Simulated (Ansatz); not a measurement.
# Ta: a jump of H

All numbers below come from Ansatz 0.2.0, DFT PBE, scalar-relativistic, plane waves, PAW. (420 eV cutoff, 4×4×4 k-mesh, shifted by half a step, Gaussian smearing of 0.10 eV, no spin polarisation)

Host crystal, relaxed:

```
CELL_PARAMETERS angstrom
-1.65953 1.65953 1.65953
1.65953 -1.65953 1.65953
1.65953 1.65953 -1.65953
ATOMIC_POSITIONS crystal
Ta 0.00000 0.00000 0.00000
```

In a supercell of 16 host sites, interstitial H hops to an equivalent place, moving 1.18 Å between the relaxed ends. Climbing-image nudged elastic band at fixed cell with images 0 (start) to 6 (end), the path measured over all atoms, converged to 0.05 eV/Å; the order of the saddle wasn't checked, and the small cell leaves errors of about a tenth of an eV. Zero-point motion and tunnelling, which matter for H, are left out.

Supercell rows in host cell vectors: 0 2 2; 2 0 2; 2 2 0. H was set at (0.250, 0.500, 0.750) of the host cell.

At the relaxed start H has 4 Ta at 1.92 Å, 4 Ta at 3.00 Å.

Spin-orbit coupling is left out, which matters for the bands and energies of heavy elements.

(1) What barrier does the band give, and what surrounds the atom at the top?

## Answers

(1) 0.20 eV at image 3, where H has 2 Ta at 1.84 Å, 1 Ta at 1.88 Å, 2 Ta at 2.42 Å, 1 Ta at 2.89 Å.

Cost: 1 run of about 59 core-minutes, on Arm Neoverse V1 (shared hosts).